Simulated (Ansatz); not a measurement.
# Na (Im-3m) in Ansatz: convergence with smearing width

Aim: find how far smearing width must go before the results for Na settle, at PBE. This setting moves, with any that are tied to it; all else stays.

Everything below comes from runs of Ansatz 0.2.0. Logs are shortened: lines on timing, memory, paths and dates and some standing lists are left out, and cuts for length are marked.

### Step 1. The crystal as given

It takes space group Im-3m (No. 229, cubic). The conventional cell has a = 4.282 Å, b = 4.282 Å, c = 4.282 Å, α = 90.00°, β = 90.00°, γ = 90.00°. Na (site symmetry m-3m) has 8 Na at 3.71 Å as nearest neighbours.

### Step 2. With smearing width 0.3 eV

The input, input.yaml:

```yaml
crystal:
  lattice:
    - [-2.141, 2.141, 2.141]
    - [2.141, -2.141, 2.141]
    - [2.141, 2.141, -2.141]
  atoms:
    - { symbol: Na, position: [0.0, 0.0, 0.0] }
hamiltonian:
  xc: pbe
  pseudopotentials: { kind: paw, level: accurate }
kpoints:
  mp_grid: { grid: [7, 7, 7] }
scf:
  occupations: { method: gaussian, width: 0.3 }
output:
  forces: true
  stress: true
  eigenvalues: true
```

Potentials or basis: Ansatz PAW earlier set.

Launch:

```sh
$ ansatz run input.yaml --threads 2 --pin off --max-ram 5632MiB --backend cpu --events-out ev --progress --plain --runs-dir out
```

Run time: 1.4 s. Hardware: 2 threads of Intel Xeon at 2.50GHz (Skylake/Cascade Lake), shared host; peak memory 0.33 GiB.

What came out:

```yaml
Free_energy: -1486.4445 eV
Pressure: -0.4 GPa
Band_gap_on_the_k_mesh: none (metal or under the smearing width)
```

### Step 3. With smearing width 0.2 eV

Changes to input.yaml since step 2:

```diff
@@ -13,3 +13,3 @@
 scf:
-  occupations: { method: gaussian, width: 0.3 }
+  occupations: { method: gaussian, width: 0.2 }
 output:
```

Potentials or basis: Ansatz PAW earlier set.

Launch:

```sh
$ ansatz run input.yaml --threads 2 --pin off --max-ram 5632MiB --backend cpu --events-out ev --progress --plain --runs-dir out
```

Wall time 1.4 s (2 threads of Intel Xeon at 2.50GHz (Skylake/Cascade Lake), shared host); peak memory 0.34 GiB.

Results:

```yaml
Free_energy: -1486.4378 eV
Pressure: -0.4 GPa
Band_gap_on_the_k_mesh: none (metal or under the smearing width)
```

### Step 4. With smearing width 0.15 eV

Changes to input.yaml since step 3:

```diff
@@ -13,3 +13,3 @@
 scf:
-  occupations: { method: gaussian, width: 0.2 }
+  occupations: { method: gaussian, width: 0.15 }
 output:
```

Launch:

```sh
$ ansatz run input.yaml --threads 2 --pin off --max-ram 5632MiB --backend cpu --events-out ev --progress --plain --runs-dir out
```

Wall time 1.5 s (2 threads of Intel Xeon at 2.50GHz (Skylake/Cascade Lake), shared host); peak memory 0.34 GiB.

What came out:

| Item | Value |
| --- | --- |
| Free energy | -1486.4353 eV |
| Pressure | -0.4 GPa |
| Band gap on the k mesh | none (metal or under the smearing width) |

### Step 5. With smearing width 0.1 eV

Changes to input.yaml since step 4:

```diff
@@ -13,3 +13,3 @@
 scf:
-  occupations: { method: gaussian, width: 0.15 }
+  occupations: { method: gaussian, width: 0.1 }
 output:
```

Launch:

```sh
$ ansatz run input.yaml --threads 2 --pin off --max-ram 5632MiB --backend cpu --events-out ev --progress --plain --runs-dir out
```

Wall time 1.5 s (2 threads of Intel Xeon at 2.50GHz (Skylake/Cascade Lake), shared host); peak memory 0.33 GiB.

What came out:

```
Free energy            : -1486.4335 eV
Pressure               : -0.4 GPa
Band gap on the k mesh : none (metal or under the smearing width)
```

### Step 6. With smearing width 0.05 eV

Changes to input.yaml since step 5:

```diff
@@ -13,3 +13,3 @@
 scf:
-  occupations: { method: gaussian, width: 0.1 }
+  occupations: { method: gaussian, width: 0.05 }
 output:
```

Potentials or basis: Ansatz PAW earlier set.

Launch:

```sh
$ ansatz run input.yaml --threads 2 --pin off --max-ram 5632MiB --backend cpu --events-out ev --progress --plain --runs-dir out
```

Wall time 1.6 s (2 threads of Intel Xeon at 2.50GHz (Skylake/Cascade Lake), shared host); peak memory 0.33 GiB.

Results (log left out):

```yaml
Free_energy: -1486.4317 eV
Pressure: -0.4 GPa
Band_gap_on_the_k_mesh: none (metal or under the smearing width)
```

### Step 7. With smearing width 0.025 eV

Changes to input.yaml since step 6:

```diff
@@ -13,3 +13,3 @@
 scf:
-  occupations: { method: gaussian, width: 0.05 }
+  occupations: { method: gaussian, width: 0.025 }
 output:
```

Launch:

```sh
$ ansatz run input.yaml --threads 2 --pin off --max-ram 5632MiB --backend cpu --events-out ev --progress --plain --runs-dir out
```

Run time: 1.4 s. Hardware: 2 threads of Intel Xeon at 2.50GHz (Skylake/Cascade Lake), shared host; peak memory 0.33 GiB.

Results (log left out):

* Free energy: -1486.4308 eV
* Pressure: -0.4 GPa
* Band gap on the k mesh: none (metal or under the smearing width)

### Step 8. With smearing width 0.01 eV

Changes to input.yaml since step 7:

```diff
@@ -13,3 +13,3 @@
 scf:
-  occupations: { method: gaussian, width: 0.025 }
+  occupations: { method: gaussian, width: 0.01 }
 output:
```

Launch:

```sh
$ ansatz run input.yaml --threads 2 --pin off --max-ram 5632MiB --backend cpu --events-out ev --progress --plain --runs-dir out
```

Run time: 1.4 s. Hardware: 2 threads of Intel Xeon at 2.50GHz (Skylake/Cascade Lake), shared host; peak memory 0.33 GiB.

It converged, with:

```
Free energy            : -1486.4303 eV
Pressure               : -0.4 GPa
Band gap on the k mesh : none (metal or under the smearing width)
```

### Step 9. With smearing width 0.005 eV

Changes to input.yaml since step 8:

```diff
@@ -13,3 +13,3 @@
 scf:
-  occupations: { method: gaussian, width: 0.01 }
+  occupations: { method: gaussian, width: 0.005 }
 output:
```

Potentials or basis: Ansatz PAW earlier set.

Launch:

```sh
$ ansatz run input.yaml --threads 2 --pin off --max-ram 5632MiB --backend cpu --events-out ev --progress --plain --runs-dir out
```

Output:

```text
Warning: RAYON_NUM_THREADS=2 ignored (pool sized by the plan → 2); use --threads N
Engine: ansatz 0.2.0, x86_64-unknown-linux-gnu
Pseudopotentials: kind: paw, level: accurate
Pseudopotential: Na, paw, valence charge 9, recommended cutoff 760 eV (high), Na.paw.azcp
Functional definition: PBE
  parameter kappa = 0.804
  parameter beta = 0.06672455060314922
  exchange = pbe_x(kappa = kappa, mu = beta*pi^2/3)
  correlation = pbe_c(beta = beta)
Crystal: 1 atoms, lattice volume = 39.256 Å³
Basis set: ecut = 760 eV, 1865 PW (Γ), exchange–correlation on 80×80×80 points (8 copies of the dense FFT grid, shifted against one another)
Bands: 9, of which v1, the nominal top of the filled ones, is band 5 counted from 1 (4 counted from 0)
Symmetry: 48 space group operations
Space group: Im-3m (ITA 229), of the structure as read, at distance tolerance 3.4e-5 Å
k-points: 20 of 343
Non-local potential: Na, projectors of the file, l = 0: 2, l = 1: 2, l = 2: 2, l = 3: 1
PAW form: soft (Blöchl's): semilocal exchange-correlation on the pseudo side does not see the compensation charge
PAW one-centre angular grid: Na, 194 points (default); XC on 64 Gauss nodes
Initial density: superposition of atomic densities (chi_scale 0.1, normalization cell)
Initial wavefunctions: pseudopotential atomic-orbital guess
Functional: x = pbe(κ = 0.804, μ = 0.2195149727645171), c = pbe(β = 0.06672455060314922)
SCF iter   1: F=—  HF=-1486.432622 eV  |F-HF|=—  |Δ(HF+E_count)|=         —  Δρ=4.58e-3  dr2=1.24e-2  ethr=3.10e-3  ⟨swp⟩=3.9  Hψ=1074  notcnv=0
preconditioner: auto → none  [insulator: Δε(μ)=0.323 eV  Ē_g=7.583 eV  σ=0.005 eV  W_gap=0.80  n_scr=12 (ndim 8)  ℏωp=5.9 eV  f_vac=0.000  D(μ)=13.33/eV (n_scr^D=320)  ε∞_Penn≈1.6]
SCF iter   2: F=—  HF=-1486.430214 eV  |F-HF|=—  |Δ(HF+E_count)|=   2.41e-3  Δρ=2.07e-3  dr2=2.23e-3  ethr=1.38e-4  ⟨swp⟩=2.8  Hψ=467  notcnv=0  defer=9
SCF iter   3: F=—  HF=-1486.430160 eV  |F-HF|=—  |Δ(HF+E_count)|=   5.35e-5  Δρ=4.76e-4  dr2=1.13e-4  ethr=2.48e-5  ⟨swp⟩=2.0  Hψ=251  notcnv=0  defer=9
SCF iter   4: F=—  HF=-1486.430154 eV  |F-HF|=—  |Δ(HF+E_count)|=   5.77e-6  Δρ=5.29e-5  dr2=3.49e-7  ethr=1.26e-6  ⟨swp⟩=3.0  Hψ=328  notcnv=0  defer=9
SCF iter   5: F=—  HF=-1486.430156 eV  |F-HF|=—  |Δ(HF+E_count)|=   1.40e-6  Δρ=4.39e-6  dr2=2.42e-9  ethr=1.11e-9  ⟨swp⟩=5.5  Hψ=841  notcnv=0
SCF iter   6: F=-1486.430156 eV  HF=-1486.430156 eV  |F-HF|=6.59e-12  |Δ(HF+E_count)|=  7.41e-10  Δρ=2.97e-7  dr2=1.03e-11  ethr=2.69e-11  ⟨swp⟩=1.9  Hψ=543  notcnv=0
SCF 1 converged in 6 iterations: F = -1486.430156 eV  dr2 = 1.03e-11
SCF converged after 6 iterations
Free energy (F): -1486.430156 eV
Harris-Foulkes:  -1486.430156 eV  (|F-HF|=6.59e-12)
Internal energy: -1486.429990 eV  (E = F + TS)
E sigma→0 (E₀):  -1486.430073 eV
Entropy (-TS):   -0.000166 eV (-0.166 meV/atom)
Fermi energy:    1.206965 eV
--- Per-component energies (eV) ---
  E_band       = -245.101390
  E_kinetic    = 255.120038
  E_local      = -1646.696846  (includes V_loc(G=0)·N_el)
  E_nonlocal   = 168.866929
  E_hartree    = 630.521942
  E_xc         = -74.769568
  E_vxc        = -96.528293  (∫ρ·V_xc dr)
  E_paw        = -323.828287  (= ΣΔE_a)
  E_vpaw       = -186.907274  (= ΣTr[D̂ρ^β])
  E_aug_tail   = 0.000057  (compensation charges beyond the density's cutoff)
  E_ewald      = -495.644254
  E_smearing   = -0.000166  (= −TS)
  E_closure    = -0.000000  (closes the sum)
  Σ components = -1486.430156   (vs F -1486.430156, Δ=0.00e0)
--- Forces (eV/Å), atoms counted from 1 ---
  atom   1  Na    -0.00000000     0.00000000     0.00000000
  max |Σ_I F_I| component: 6.78e-32 eV/Å
--- Stress (GPa, compression-positive) ---
       -0.414072      -0.000000       0.000000
        0.000000      -0.414072       0.000000
        0.000000       0.000000      -0.414072
  P = ⅓ Tr σ = -0.4141 GPa (-4.141 kbar)
--- Band table (eV; the first three rows and the last of 20) ---
  k-point 0: bands = ["-51.7103", "-23.6173", "-23.6173", "-23.6173", "-1.8209", "12.7005", "12.7005", "12.7005", "13.6686"]
  k-point 1: bands = ["-51.7100", "-23.6228", "-23.6191", "-23.6173", "-1.4767", "9.7212", "11.3277", "11.7070", "12.1329"]
  k-point 2: bands = ["-51.7093", "-23.6350", "-23.6233", "-23.6172", "-0.4564", "6.3533", "10.0454", "10.6932", "10.9392"]
  k-point 19: bands = ["-51.7077", "-23.6382", "-23.6373", "-23.6373", "4.0553", "5.9300", "6.1868", "6.1868", "7.3037"]
```

It took 1.5 s on 2 threads of Intel Xeon at 2.50GHz (Skylake/Cascade Lake), shared host; peak memory 0.34 GiB.

Results:

| Quantity | Value |
| --- | --- |
| Free energy | -1486.4302 eV |
| Pressure | -0.4 GPa |
| Band gap on the k mesh | none (metal or under the smearing width) |

### Step 10. The series at a glance

| smearing width | energy less the tightest run, at zero smearing (meV/atom) | SCF cycles | CPU time (s) | peak memory (GiB) |
| --- | --- | --- | --- | --- |
| 0.3 eV | -2.71 | 6 | 2.4 | 0.33 |
| 0.2 eV | -2.12 | 6 | 2.3 | 0.34 |
| 0.15 eV | -2.15 | 6 | 2.5 | 0.34 |
| 0.1 eV | -1.65 | 6 | 2.5 | 0.33 |
| 0.05 eV | -0.77 | 6 | 2.6 | 0.33 |
| 0.025 eV | -0.34 | 6 | 2.4 | 0.33 |
| 0.01 eV | -0.08 | 6 | 2.2 | 0.33 |
| 0.005 eV | 0.00 | 6 | 2.4 | 0.34 |

Against the tightest run, the energy stays within 1 meV/atom from 0.05 eV on. Narrower smearing needs a denser k mesh, so at a fixed mesh the narrowest width isn't the most accurate. The tightest run that finished is the yardstick and may itself not be fully converged.
